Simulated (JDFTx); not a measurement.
# MgO (Fm-3m) in JDFTx: reference runs

Reference runs on MgO: the cell as given and a disturbed copy.

Program: JDFTx 1.7.0 (patched build). These are calculated values, not measurements. Logs are shortened: lines on timing, memory, paths and dates and some standing lists are left out, and cuts for length are marked. The log counts tension as positive stress, the text compression.

**The experiment to reproduce.**

From “Electronic structure of alkaline earth and post-transition metal oxides”, 2009, arxiv:0908.1581, for a bulk crystal of MgO: band gap 7.83 eV.

How close the calculation comes is told below.

### Step 1. The crystal as given

It takes space group Fm-3m (No. 225, cubic). Conventional cell: a = 4.194 Å, b = 4.194 Å, c = 4.194 Å, α = 90.00°, β = 90.00°, γ = 90.00°. Around Mg (site symmetry m-3m) lie 6 O at 2.10 Å. Around O (site symmetry m-3m) lie 6 Mg at 2.10 Å.

The cell is a database's computed one.

### Step 2. Single point, PBE

Input file MgO.in:

```
lattice \
    0.0000000000     3.9627583152     3.9627583152 \
    3.9627583152     0.0000000000     3.9627583152 \
    3.9627583152     3.9627583152     0.0000000000
coords-type Lattice
ion Mg     0.0000000000     0.0000000000     0.0000000000 1
ion O      0.5000000000     0.5000000000     0.5000000000 1

ion-species pseudo/Mg.upf
ion-species pseudo/O.upf
elec-cutoff 42
elec-ex-corr gga-PBE
kpoint-folding 11 11 11
elec-smearing Fermi 0.0018374661
elec-n-bands 14
electronic-SCF nIterations 100 energyDiffThreshold 1e-08
electronic-minimize nIterations 30 energyDiffThreshold 1e-7
converge-empty-states yes
forces-output-coords Cartesian

dump-name run.$VAR
dump End Ecomponents EigStats BandEigs Kpoints Forces Stress
```

Potentials or basis: PseudoDojo-SR-PBE-0.5-standard.

Started as:

```bash
$ jdftx -c 1 -i MgO.in -o MgO.out
```

The log of the run:

```text
*************** JDFTx 1.7.0 (patched build) ***************

[... 9 lines left out ...]
---------- Initializing the Grid ----------
R =
[            0      3.96276      3.96276  ]
[      3.96276            0      3.96276  ]
[      3.96276      3.96276            0  ]
unit cell volume = 124.458
G =
[  -0.792779   0.792779   0.792779  ]
[   0.792779  -0.792779   0.792779  ]
[   0.792779   0.792779  -0.792779  ]
Minimum fftbox size, Smin = [  36  36  36  ]
Chosen fftbox size, S = [  36  36  36  ]

---------- Exchange Correlation functional ----------
Initalized PBE GGA exchange.
Initalized PBE GGA correlation.

---------- Setting up pseudopotentials ----------
Width of ionic core gaussian charges (only for fluid interactions / plotting) set to 0

Reading pseudopotential file 'pseudo/Mg.upf':
  'Mg' pseudopotential, 'PBE' functional
  Generated using ONCVPSP code by D. R. Hamann
  10 valence electrons, 3 orbitals, 4 projectors, 1001 radial grid points, with lMax = 1
    2S    l: 0   occupation:  2.0   eigenvalue: -2.934267
    2P    l: 1   occupation:  6.0   eigenvalue: -1.713025
    3S    l: 0   occupation:  2.0   eigenvalue: -0.172924
  Core radius for overlap checks: 1.50 bohrs.

Reading pseudopotential file 'pseudo/O.upf':
  'O' pseudopotential, 'PBE' functional
  Generated using ONCVPSP code by D. R. Hamann
  6 valence electrons, 2 orbitals, 5 projectors, 936 radial grid points, with lMax = 2
    2S    l: 0   occupation:  2.0   eigenvalue: -0.880572
    2P    l: 1   occupation:  4.0   eigenvalue: -0.331869
  Core radius for overlap checks: 1.39 bohrs.

Initialized 2 species with 2 total atoms.

Folded 1 k-points by 11x11x11 to 1331 k-points.

---------- Setting up k-points, bands, fillings ----------
Reduced to 56 k-points under symmetry.
Computing the number of bands and number of electrons
Calculating initial fillings.
nElectrons:  16.000000   nBands: 14   nStates: 56

----- Setting up reduced wavefunction bases (one per k-point) -----
average nbasis = 1617.811 , ideal nbasis = 1618.045

---------- Setting up ewald sum ----------
Optimum gaussian width for ewald sums = 1.799816 bohr.
Real space sum over 1331 unit cells with max indices [  5  5  5  ]
Reciprocal space sum over 2197 terms with max indices [  6  6  6  ]

---------- Allocating electronic variables ----------
Initializing wave functions:  linear combination of atomic orbitals
Note: number of bands (14) exceeds available atomic orbitals (9)
Mg pseudo-atom occupations:   s ( 2 2 )  p ( 6 )
O pseudo-atom occupations:   s ( 2 )  p ( 4 )
	FillingsUpdate:  mu: +0.545438196  nElectrons: 16.000000
LCAOMinimize: Iter:   0  F: -75.4015404129428077  |grad|_K:  6.626e-03  alpha:  1.000e+00
	FillingsUpdate:  mu: +0.453117787  nElectrons: 16.000000
LCAOMinimize: Iter:   1  F: -75.5040590366065487  |grad|_K:  7.729e-04  alpha:  3.572e-01  linmin: -3.142e-01  cgtest:  9.173e-01
LCAOMinimize: Encountered beta<0, resetting CG.
[... 6 lines of inner loops ...]
LCAOMinimize: Iter:   4  F: -75.5053390633725172  |grad|_K:  1.341e-06  alpha:  4.009e-01  linmin: -9.446e-05  cgtest: -6.209e-05
	FillingsUpdate:  mu: +0.445465287  nElectrons: 16.000000
LCAOMinimize: Iter:   5  F: -75.5053390725947935  |grad|_K:  5.424e-08  alpha:  9.341e-01  linmin:  2.510e-03  cgtest: -1.059e-02
LCAOMinimize: Converged (|Delta F|<1.000000e-06 for 2 iters).

-------- Electronic minimization -----------
Will mix electronic density at each iteration.
	FillingsUpdate:  mu: +0.445465287  nElectrons: 16.000000
	FillingsUpdate:  mu: +0.438254769  nElectrons: 16.000000
SCF: Cycle:  0   F: -75.530942880150064   dF: -2.560e-02   |Residual|: 6.026e-02   |deigs|: 1.269e-01
	FillingsUpdate:  mu: +0.433507611  nElectrons: 16.000000
SCF: Cycle:  1   F: -75.533810518463980   dF: -2.868e-03   |Residual|: 1.161e-02   |deigs|: 1.415e-02
	FillingsUpdate:  mu: +0.434882227  nElectrons: 16.000000
SCF: Cycle:  2   F: -75.533857599072363   dF: -4.708e-05   |Residual|: 6.442e-03   |deigs|: 3.184e-03
	FillingsUpdate:  mu: +0.436277466  nElectrons: 16.000000
SCF: Cycle:  3   F: -75.533862658792060   dF: -5.060e-06   |Residual|: 9.429e-04   |deigs|: 1.788e-03
	FillingsUpdate:  mu: +0.436355531  nElectrons: 16.000000
SCF: Cycle:  4   F: -75.533862929049434   dF: -2.703e-07   |Residual|: 2.875e-04   |deigs|: 3.942e-04
	FillingsUpdate:  mu: +0.436413079  nElectrons: 16.000000
SCF: Cycle:  5   F: -75.533862965501029   dF: -3.645e-08   |Residual|: 5.230e-05   |deigs|: 3.214e-04
	FillingsUpdate:  mu: +0.436419816  nElectrons: 16.000000
SCF: Cycle:  6   F: -75.533862968169132   dF: -2.668e-09   |Residual|: 2.567e-05   |deigs|: 2.217e-04
	FillingsUpdate:  mu: +0.436420981  nElectrons: 16.000000
SCF: Cycle:  7   F: -75.533862968541541   dF: -3.724e-10   |Residual|: 1.010e-05   |deigs|: 1.602e-04
SCF: Converged (|Delta E|<1.000000e-08 for 2 iters).

Setting wave functions to eigenvectors of Hamiltonian
Converging empty states (this may take a while): |deigs|: 1.453e-03

# Stress tensor in Cartesian coordinates [Eh/a0^3]:
[ -0.000229383            0            0  ]
[            0 -0.000229383            0  ]
[            0            0 -0.000229383  ]

# Ionic positions in lattice coordinates:
ion Mg   0.000000000000000   0.000000000000000   0.000000000000000 1
ion O   0.500000000000000   0.500000000000000   0.500000000000000 1

# Forces in Cartesian coordinates:
force Mg  -0.000000000000000   0.000000000000000  -0.000000000000000 1
force O   0.000000000000000  -0.000000000000000   0.000000000000000 1

# Energy components:
   Eewald =      -47.5873828444100653
       EH =       20.6554681459374265
     Eloc =      -61.4968860251130920
      Enl =      -20.7168710399396652
      Exc =      -12.2547841582923152
 Exc_core =        0.5168410726017997
       KE =       45.3497518806743543
-------------------------------------
     Etot =      -75.5338629685415412
       TS =        0.0000000000000014
-------------------------------------
        F =      -75.5338629685415412

IonicMinimize: Iter:   0  F: -75.533862968541541  |grad|_K:  2.185e-41
IonicMinimize: Converged (|grad|_K<1.000000e-04).

#--- Lowdin population analysis ---
# oxidation-state Mg +1.530
# oxidation-state O -1.374

Dumping 'run.eigStats' ...
	eMin: -2.355542 at state 0 ( [ +0.000000 +0.000000 +0.000000 ] spin 0 )
	HOMO: +0.301834 at state 0 ( [ +0.000000 +0.000000 +0.000000 ] spin 0 )
	mu  : +0.436419
	LUMO: +0.481722 at state 0 ( [ +0.000000 +0.000000 +0.000000 ] spin 0 )
	eMax: +1.285787 at state 32 ( [ +0.000000 +0.363636 -0.454545 ] spin 0 )
	HOMO-LUMO gap: +0.179888
	Optical gap  : +0.179888 at state 0 ( [ +0.000000 +0.000000 +0.000000 ] spin 0 )
Done!
[note: mu as printed may lie anywhere between the filled and the empty levels]
```

Run time: 40 s. Hardware: 1 thread of Arm Neoverse V2, shared host; peak memory 0.08 GiB.

Results:

- Free energy: -2055.3811 eV
- Pressure: 6.7 GPa
- Band gap on the k mesh: 4.90 eV, direct
- Loewdin charges: Mg +1.53; O -1.37 e

Caveat: the atomic charges don't sum to the cell's charge.

### Step 3. Single point, PBE (atoms moved at random, drawn with an rms of 0.05 Å)

Changes to MgO.in since step 2:

```diff
@@ -5,4 +5,4 @@
 coords-type Lattice
-ion Mg     0.0000000000     0.0000000000     0.0000000000 1
-ion O      0.5000000000     0.5000000000     0.5000000000 1
+ion Mg    -0.0164450000     0.0205070000    -0.0158170000 1
+ion O      0.5022520000     0.4969790000     0.5069060000 1
```

Potentials or basis: PseudoDojo-SR-PBE-0.5-standard.

Started as:

```bash
$ jdftx -c 1 -i MgO.in -o MgO.out
```

The log of the run:

```text
*************** JDFTx 1.7.0 (patched build) ***************

Input parsed successfully to the following command list (including defaults):
[... the input with its defaults ...]

---------- Setting up symmetries ----------

Found 48 point-group symmetries of the bravais lattice
Found 1 space-group symmetries with basis
Applied RMS atom displacement 0 bohrs to make symmetries exact.

---------- Initializing the Grid ----------
R =
[            0      3.96276      3.96276  ]
[      3.96276            0      3.96276  ]
[      3.96276      3.96276            0  ]
unit cell volume = 124.458
G =
[  -0.792779   0.792779   0.792779  ]
[   0.792779  -0.792779   0.792779  ]
[   0.792779   0.792779  -0.792779  ]
Minimum fftbox size, Smin = [  36  36  36  ]
Chosen fftbox size, S = [  36  36  36  ]

---------- Exchange Correlation functional ----------
Initalized PBE GGA exchange.
Initalized PBE GGA correlation.

---------- Setting up pseudopotentials ----------
Width of ionic core gaussian charges (only for fluid interactions / plotting) set to 0

Reading pseudopotential file 'pseudo/Mg.upf':
  'Mg' pseudopotential, 'PBE' functional
  Generated using ONCVPSP code by D. R. Hamann
  10 valence electrons, 3 orbitals, 4 projectors, 1001 radial grid points, with lMax = 1
    2S    l: 0   occupation:  2.0   eigenvalue: -2.934267
    2P    l: 1   occupation:  6.0   eigenvalue: -1.713025
[... 52 lines left out ...]
SCF: Cycle:  1   F: -75.532962382936731   dF: -2.881e-03   |Residual|: 1.191e-02   |deigs|: 1.475e-02
	FillingsUpdate:  mu: +0.440815550  nElectrons: 16.000000
SCF: Cycle:  2   F: -75.533010604833308   dF: -4.822e-05   |Residual|: 6.571e-03   |deigs|: 3.688e-03
	FillingsUpdate:  mu: +0.442143522  nElectrons: 16.000000
SCF: Cycle:  3   F: -75.533016114473483   dF: -5.510e-06   |Residual|: 1.040e-03   |deigs|: 2.333e-03
	FillingsUpdate:  mu: +0.442237456  nElectrons: 16.000000
SCF: Cycle:  4   F: -75.533016421551579   dF: -3.071e-07   |Residual|: 3.070e-04   |deigs|: 6.012e-04
	FillingsUpdate:  mu: +0.442304030  nElectrons: 16.000000
SCF: Cycle:  5   F: -75.533016466501451   dF: -4.495e-08   |Residual|: 6.606e-05   |deigs|: 4.175e-04
	FillingsUpdate:  mu: +0.442311529  nElectrons: 16.000000
SCF: Cycle:  6   F: -75.533016469766991   dF: -3.266e-09   |Residual|: 1.669e-05   |deigs|: 3.197e-04
	FillingsUpdate:  mu: +0.442312480  nElectrons: 16.000000
SCF: Cycle:  7   F: -75.533016470111576   dF: -3.446e-10   |Residual|: 1.076e-05   |deigs|: 2.619e-04
SCF: Converged (|Delta E|<1.000000e-08 for 2 iters).

Setting wave functions to eigenvectors of Hamiltonian
Converging empty states (this may take a while): |deigs|: 1.694e-03

# Stress tensor in Cartesian coordinates [Eh/a0^3]:
[ -0.000222238 -3.57339e-07  3.00059e-08  ]
[ -3.57339e-07 -0.000320527 -2.02949e-06  ]
[  3.00059e-08 -2.02949e-06 -0.000223521  ]

# Ionic positions in lattice coordinates:
ion Mg  -0.016445000000000   0.020507000000000  -0.015817000000000 1
ion O   0.502252000000000   0.496979000000000   0.506906000000000 1

# Forces in Cartesian coordinates:
force Mg  -0.000161143471283   0.010333538572672  -0.001093880639016 1
force O   0.000187533639423  -0.010340963710293   0.001111817849651 1

# Energy components:
   Eewald =      -47.5596575923053564
       EH =       20.6838997803453459
     Eloc =      -61.5561523259392942
      Enl =      -20.7189481110227227
      Exc =      -12.2562034370632809
 Exc_core =        0.5168406411865647
       KE =       45.3572045746872163
-------------------------------------
     Etot =      -75.5330164701115336
       TS =        0.0000000000000365
-------------------------------------
        F =      -75.5330164701115763

IonicMinimize: Iter:   0  F: -75.533016470111576  |grad|_K:  6.003e-03
IonicMinimize: None of the convergence criteria satisfied after 0 iterations.

#--- Lowdin population analysis ---
# oxidation-state Mg +1.530
# oxidation-state O -1.374

Dumping 'run.eigStats' ...
	eMin: -2.355257 at state 0 ( [ +0.000000 +0.000000 +0.000000 ] spin 0 )
	HOMO: +0.301560 at state 0 ( [ +0.000000 +0.000000 +0.000000 ] spin 0 )
	mu  : +0.442311
	LUMO: +0.481345 at state 0 ( [ +0.000000 +0.000000 +0.000000 ] spin 0 )
	eMax: +1.300875 at state 430 ( [ +0.363636 +0.000000 -0.454545 ] spin 0 )
	HOMO-LUMO gap: +0.179785
	Optical gap  : +0.179785 at state 0 ( [ +0.000000 +0.000000 +0.000000 ] spin 0 )
Done!
[note: mu as printed may lie anywhere between the filled and the empty levels]
```

Run time: 7.8 min. Hardware: 1 thread of Arm Neoverse V2, shared host; peak memory 0.62 GiB.

Results:

```yaml
Free_energy: -2055.3581 eV
Pressure: 7.5 GPa
Band_gap_on_the_k_mesh: 4.89 eV, direct
Loewdin_charges: Mg +1.53; O -1.37 e
```

Caveat: the atomic charges don't sum to the cell's charge.

### Step 4. Against experiment

Step 2. Measured gap of MgO: 7.83 eV (quoted in “Electronic structure of alkaline earth and post-transition metal oxides”, 2009, arxiv:0908.1581). This calculation gives 4.90 eV (-2.93 eV). The value is that of PBE, without temperature or zero-point motion. Semilocal functionals fall short of measured gaps as a rule. The cell is a database's relaxed one, not the measured one, which moves gaps too.
